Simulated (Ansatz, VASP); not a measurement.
## ZrC: VASP beside Ansatz

```xyz
2
Lattice="0.0000 2.3961 2.3961 2.3961 0.0000 2.3961 2.3961 2.3961 0.0000" Properties=species:S:1:pos:R:3 pbc="T T T"
Zr    2.3961    2.3961    2.3961
C     0.0000    0.0000    0.0000
```

Change from the starting cell: volume scaled by 1.04.

Alike in both runs: task single point; functional PBEsol; k mesh 10 × 10 × 10; occupations fermi-dirac, width 0.05 eV; no spin polarisation.

|  | VASP | Ansatz |
| --- | --- | --- |
| version | VASP 6.6.1 | Ansatz 0.2.0 |
| potentials or method | VASP PAW PBE potentials, release 64 (Zr_sv, C) | Ansatz PAW |
| plane-wave cutoff (eV) | 520 | 420 |
| valence electrons in the cell | 16 | 16 |

|  | VASP | Ansatz | Ansatz less VASP |
| --- | --- | --- | --- |
| gap on the k mesh at the Fermi level (eV) | none | none | - |
| pressure (GPa) | -15.4 | -15.7 | -0.30 |

A gap of «none» marks a metal or a gap that the smearing closes.

Caveats: the PAW data sets were made with another functional, which shifts forces and pressure a little (VASP); the PAW data sets come from PBE, with cores solved anew for the run's functional, which leaves a small shift of forces and pressure (Ansatz).
